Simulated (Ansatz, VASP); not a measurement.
## Br: VASP beside Ansatz

Contents of INCAR:

```
ALGO = Normal
EDIFF = 1E-6
ENCUT = 520
GGA = PE
ISIF = 2
ISMEAR = -1
LASPH = True
LCHARG = False
LREAL = False
LWAVE = False
NBANDS = 10
NELM = 80
PREC = Accurate
SIGMA = 0.05
```

The input KPOINTS:

```
k-points
0
Gamma
  14 14 14
```

The input POSCAR:

```
Br
1.0
    0.0000000000      2.1556998532      2.1556998532
    2.1556998532      0.0000000000      2.1556998532
    2.1556998532      2.1556998532      0.0000000000
Br
1
Direct
    0.0000000000      0.0000000000      0.0000000000
```

Input for Ansatz:

```yaml
crystal:
  lattice:
    - [0.0, 2.1556998532, 2.1556998532]
    - [2.1556998532, 0.0, 2.1556998532]
    - [2.1556998532, 2.1556998532, 0.0]
  atoms:
    - { symbol: Br, position: [0.0, 0.0, 0.0] }
kpoints:
  mp_grid: { grid: [14, 14, 14] }
scf:
  occupations: { method: fermi_dirac, width: 0.05 }
hamiltonian:
  xc: pbe
  pseudopotentials: { kind: nc }
output:
  forces: true
  stress: true
  eigenvalues: true
```

Change from the starting cell: volume scaled by 0.76, norm-conserving files.

Alike in both runs: task single point; functional PBE; k mesh 14 × 14 × 14; occupations fermi-dirac, width 0.05 eV; no spin polarisation.

|  | VASP | Ansatz |
| --- | --- | --- |
| version | VASP 6.6.1 | Ansatz 0.2.0 |
| potentials or method | VASP PAW PBE potentials, release 64 (Br) | norm-conserving pseudopotentials, scalar-relativistic |
| plane-wave cutoff (eV) | 520 | 626 |
| valence electrons in the cell | 7 | 7 |

|  | VASP | Ansatz | Ansatz less VASP |
| --- | --- | --- | --- |
| pressure (GPa) | 15.9 | 15.9 | -0.03 |

Caveats: so large a pressure means that the cell lies far from this level's equilibrium, or that cutoff or potentials fall short (VASP); an odd number of electrons without spin polarisation forces a metal; a magnetic or distorted state may lie lower.
